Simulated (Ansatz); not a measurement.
**Does HfSiO4 in I4_1/amd form from HfO2 and SiO2?**

Plane-wave DFT in Ansatz with scalar-relativistic PAW potentials, cutoff 420 eV, Γ-centred meshes chosen by cell and gap, Gaussian smearing with energies taken to zero width. Every cell was relaxed (cell and atoms) in a run of its own, within the symmetry of its start. Functional: PBEsol.

The ternary relaxed to I4_1/amd, 12 atoms in the computed cell, a = 6.582 Å, c = 5.966 Å; sites (symmetry × multiplicity) Hf -4m2 × 4, Si -4m2 × 4, O .m. × 16.

Total energies hold large constants for each element; a whole number of eV per atom of each element is taken off below, which cancels in a balanced reaction.

```tsv
compound	lowest structure computed	structures tried	V (Å³/atom)	gap on mesh (eV)	E (eV per formula unit, common shift removed)
HfSiO4	I4_1/amd	1	10.77	5.39	-21.1298
HfO2	P2_1/c	4	11.43	3.97	-11.2880
SiO2	I-42d	7	15.16	5.82	-9.6235
```

**Question.** Balance the reaction and work out its energy at 0 K.

**Answer.** The balance is HfO2 + SiO2 → HfSiO4. ΔE = -0.218 eV per formula unit, -36 meV/atom, and the volume changes by -19.0 %. The ternary lies below these binaries, so it can form from them; whether it is stable also hangs on other ternaries and on other oxidation states, which this balance leaves out. Against the elements it is bound by 3.25 eV/atom, 89 times the size of this reaction energy: most of the binding is already in the binaries, and stability is decided by the small rest. A lower form of a binary that wasn't tried would raise the value, and a lower form of the ternary would lower it. This functional puts SiO2 lowest in I-42d, which isn't its usual phase at room temperature.

Spin-orbit coupling is left out, which matters for the bands of heavy elements.